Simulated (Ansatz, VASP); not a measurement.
**Two plane-wave programs on AlN**

```
CELL_PARAMETERS angstrom
0.00000 2.03538 2.03538
2.03538 0.00000 2.03538
2.03538 2.03538 0.00000
ATOMIC_POSITIONS crystal
Al 0.00000 0.00000 0.00000
N 0.50000 0.50000 0.50000
```

Alike in both runs: task relaxation of cell and atoms; functional PBE; k mesh 10 × 10 × 10; occupations gaussian, width 0.02 eV; no spin polarisation.

```csv
,VASP,Ansatz
version,VASP 6.6.1,Ansatz 0.2.0
potentials or method,"VASP PAW PBE potentials, release 64 (Al, N)","scalar-relativistic, plane waves, PAW"
plane-wave cutoff (eV),600,420
valence electrons in the cell,8,8
```

|  | VASP | Ansatz | Ansatz less VASP |
| --- | --- | --- | --- |
| gap on the k mesh at the Fermi level, each at its own relaxed structure (eV) | 4.43 | 4.43 | +0.005 |
| relaxed volume (Å³/atom) | 8.42 | 8.43 | +0.015 |
| relaxed cell length with the largest relative difference (Å) | 2.877 | 2.878 | +0.0018 |

A k mesh can miss the band edges. As with any semilocal functional, this PBE gap is likely too small.
